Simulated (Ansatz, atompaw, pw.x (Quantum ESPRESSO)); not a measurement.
# Equation-of-state test of one PAW (atompaw) potential (calcium (Ca))

calcium, PAW, made with atompaw 4.2.0.5 (PBEsol, scalar-relativistic). Core [Ne], reference 3s2 3p6 3d0 4s2 4p0. Waves: 3s (bound): rc 1.65 bohr; 4s (bound): rc 2.70 bohr; 3p (bound): rc 1.90 bohr; 4p (bound, empty): rc 2.60 bohr; 3d (bound, empty): rc 2.70 bohr; 3d channel at 0.2 Ry: rc 2.70 bohr. Local part: ultrasoft scheme with l = 3 at 0 Ry, radius 2.26 bohr. Core correction: smooth core density matched at 2.30 bohr. Augmentation charge: gaussian compensation charge, radius 2.20 bohr; PAW radius 2.70 bohr; waves and projectors: custom rrkj vanderbiltortho.

Atomic tests: cutoffs needed: 21 Ry and 35 Ry (the cutoffs (Ry, on a coarse ladder) from which the occupation-weighted sum of valence levels, in a spherical-Bessel basis at the reference potential, stays within 10 and 1 mRy of its value at 400 Ry); ghost test: no extra level below or beside the all-electron valence levels (s, p, d, f tested) (spherical-Bessel basis up to 400 Ry, 20 bohr box); lowest eigenvalue of the overlap operator: 0.05 (p channel).

Crystal test: fcc Ca in pw.x 7.5, no spin, 10³ k-points, Fermi–Dirac smearing 0.01 Ry, cutoffs 45/450 Ry. The reference is all-electron LAPW (Ansatz 0.2.0) with the same functional, mesh and smearing; V0 and B0 come from Birch–Murnaghan fits to the pressures at five volumes. Errors are pseudo minus all-electron; Δ is the rms difference of the E(V) curves that follow from these fits, minima aligned, over ±6 % about the mean V0. Mesh and smearing are coarse, so the numbers serve the comparison and aren't converged zero-temperature values; the lattice is a test structure that the element need not adopt.

```json
{"V (Å³/atom)": "38.659", "P all-electron (GPa)": "0.99", "P pseudo (GPa)": "0.94"}
{"V (Å³/atom)": "39.677", "P all-electron (GPa)": "0.46", "P pseudo (GPa)": "0.42"}
{"V (Å³/atom)": "40.694", "P all-electron (GPa)": "-0.02", "P pseudo (GPa)": "-0.06"}
{"V (Å³/atom)": "41.711", "P all-electron (GPa)": "-0.45", "P pseudo (GPa)": "-0.48"}
{"V (Å³/atom)": "42.729", "P all-electron (GPa)": "-0.83", "P pseudo (GPa)": "-0.86"}
```

All-electron: a0 = 5.458 Å (V0 = 40.66 Å³/atom), B0 = 18.1 GPa.

Pseudopotential: mean pressure error (GPa): -0.04; a0 (Å): 5.455; a0 error (%): -0.07; B0 error (%): +0.0; Δ (meV/atom): 0.3.

Q: At the middle volume, how do free energy and pressure move when the wave cutoff is lowered (ecutrho held at 450 Ry)?

A:

| cutoff (Ry) | shift of F (meV/atom) | shift of P (GPa) |
| --- | --- | --- |
| 20 | +171.4 | -4.82 |
| 27 | +39.3 | -0.14 |
| 36 | +8.4 | -0.20 |

The 8 pw.x runs together took about 3.4 min on one core of a shared server CPU.
